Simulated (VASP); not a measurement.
Set up this calculation in VASP 6.6.1, as the native input.

| Property | Result |
| --- | --- |
| Task | relaxation of cell and atoms |
| Functional | PBEsol |
| Potentials or basis | VASP PAW PBE potentials, release 64 (Cu, Au) |
| Cutoff | 600 eV |
| k mesh | 6 × 6 × 4 |
| Occupations | gaussian, width 0.1 eV |
| Spin | no spin polarisation |
| Further INCAR settings | ALGO = Normal; EDIFF = 1e-07; IBRION = 2; EDIFFG = -0.005; NSW = 90; ISIF = 3 |

The structure of CuAu lies in POSCAR:

```
CuAu
1.0
    2.8507024000      0.0000000000      0.0000000000
    0.0000000000      2.8507024000      0.0000000000
    0.0000000000      0.0000000000      3.5816088600
Cu Au
1 1
Direct
    0.5000000000      0.5000000000      0.5000000000
    0.0000000000      0.0000000000      0.0000000000
```

The cell comes from a database or a generator and needn't be the stable form of this composition.

The input as run:

INCAR

```
SYSTEM = CuAu
ALGO     = Normal         ! electronic algorithm
EDIFF    = 1E-7           ! SCF threshold, eV
EDIFFG   = -0.005         ! ionic threshold
ENCUT    = 600            ! plane-wave cutoff, eV
GGA      = PS             ! functional
IBRION   = 2              ! ionic algorithm
ISIF     = 3              ! what is computed and relaxed
ISMEAR   = 0              ! smearing method
LASPH    = .TRUE.         ! aspherical terms in the spheres
LCHARG   = .FALSE.        ! write CHGCAR
LREAL    = .FALSE.        ! projectors in reciprocal space
LWAVE    = .FALSE.        ! write WAVECAR
NELM     = 60             ! most SCF steps
NSW      = 90             ! ionic steps
PREC     = Accurate       ! precision mode
SIGMA    = 0.1            ! smearing width, eV
```

KPOINTS

```
k-points
0
G
  6 6 4
  0 0 0
```

Potentials or basis: VASP PAW PBE potentials, release 64 (Cu, Au).

The run is started by

```console
$ cat potpaw_PBE.64/Cu/POTCAR potpaw_PBE.64/Au/POTCAR > POTCAR
$ mpirun -np 1 vasp_std > vasp.out
```

Results of the run:

| Quantity | Value |
| --- | --- |
| Relaxed volume | 14.15 Å³/atom |
| Relaxed cell | a = 3.007 Å, b = 3.007 Å, c = 3.130 Å, α = 90.00°, β = 90.00°, γ = 90.00° |
| Space group after relaxing (to 0.05 Å) | P4/mmm (No. 123) |
| Energy gained by relaxing | 26.3 meV/atom |
| Ionic steps | 16 |
| Pressure after relaxing | 0.1 GPa |
| Band gap on the k mesh | none (metal or under the smearing width) |

Caveat: the k mesh is coarse (spacing up to 0.44 Å⁻¹), so the values aren't converged; the PAW data sets were made with another functional, which shifts forces and pressure a little.

It took 84 s on 1 thread of Intel(R) Xeon(R) Platinum 8488C (Sapphire Rapids), with other jobs on the host, peak memory 0.16 GiB.
